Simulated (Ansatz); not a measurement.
**How far is PAW off for SiO₂?**

```
CELL_PARAMETERS angstrom
4.09650 0.00000 0.00000
0.00000 4.09650 0.00000
0.00000 0.00000 2.66780
ATOMIC_POSITIONS crystal
Si 0.00000 0.00000 0.00000
Si 0.50000 0.50000 0.50000
O 0.30670 0.30670 0.00000
O 0.19330 0.80670 0.50000
O 0.69330 0.69330 0.00000
O 0.80670 0.19330 0.50000
```

Atoms are numbered in the order listed.

The cell is COD entry 9001276, as deposited and not checked against the literature; nothing was relaxed. The listed cell was then made from it by scaling, straining or moving an atom.

Methods: DFT, PBEsol, PAW with Ansatz's default frozen-core files, scalar-relativistic (Ansatz 0.2.0); DFT, PBEsol, all-electron PAW with datasets made for the crystal, scalar-relativistic (Ansatz 0.2.0); DFT, PBEsol, all-electron LAPW, scalar-relativistic (Ansatz 0.2.0).

For PAW: a Γ-centred 6×6×9 k mesh, Fermi–Dirac smearing of 0.03 eV, cutoff 420 eV, no spin polarisation; the PAW files were made with PBE, and the program remakes their frozen cores for this functional. The crystal-made all-electron datasets (AE datasets) take a cutoff of 560 eV at this cell. LAPW targets a basis error of 1 meV/atom. The Ansatz runs share mesh, smearing and spin set-up. Plane-wave (PAW) pressures include the program's estimate of the Pulay term.

Stress and pressure are positive in compression.

The change that made this cell: equal xx and yy strain of -2 %.

| quantity | PAW | AE datasets | LAPW |
| --- | --- | --- | --- |
| pressure (GPa) | 17.52 | 17.47 | 17.46 |
| stress xx (GPa) | 19.62 | 19.57 | 19.57 |
| stress zz (GPa) | 13.31 | 13.26 | 13.26 |
| force on O3, x (eV/Å) | -0.409 | -0.404 | -0.404 |
| band gap (eV) | 6.218 | 6.231 | 6.231 |
